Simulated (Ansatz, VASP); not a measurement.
**One calculation of HfC, two programs**

```
Hf C
1.0
     9.29833    0.00000    0.00000
     0.00000    3.28726    0.00000
     0.00000    0.00000    3.29053
Hf C
4 4
Direct
  0.12499 0.25000 0.25013
  0.87501 0.75000 0.74987
  0.37501 0.75000 0.75013
  0.62499 0.25000 0.24987
  0.87501 0.25000 0.24991
  0.12499 0.75000 0.75009
  0.62499 0.75000 0.74991
  0.37501 0.25000 0.25009
```

Alike in both runs: functional PBE; k mesh 2 × 6 × 6; occupations gaussian, width 0.1 eV; no spin polarisation.

Ansatz relaxed the structure, and its values are those at the end. VASP's run is a single point on that final structure, the one shown.

|  | VASP | Ansatz |
| --- | --- | --- |
| version | VASP 6.6.1 | Ansatz 0.2.0 |
| potentials or method | VASP PAW PBE potentials, release 64 (Hf_pv, C) | scalar-relativistic, plane waves, PAW |
| plane-wave cutoff (eV) | 520 | 420 |
| valence electrons in the cell | 56 | 120 |

VASP gave:

- gap on the k mesh at the Fermi level (eV): none
- pressure (GPa): -0.6

Q: What did Ansatz give for the same quantities?

A: gap on the k mesh at the Fermi level (eV): none; pressure (GPa): 0.0.

A gap of «none» marks a metal or a gap that the smearing closes. The two sets of potentials don't hold the same shells in valence.

Spin-orbit coupling is left out, which matters for the levels of Hf.
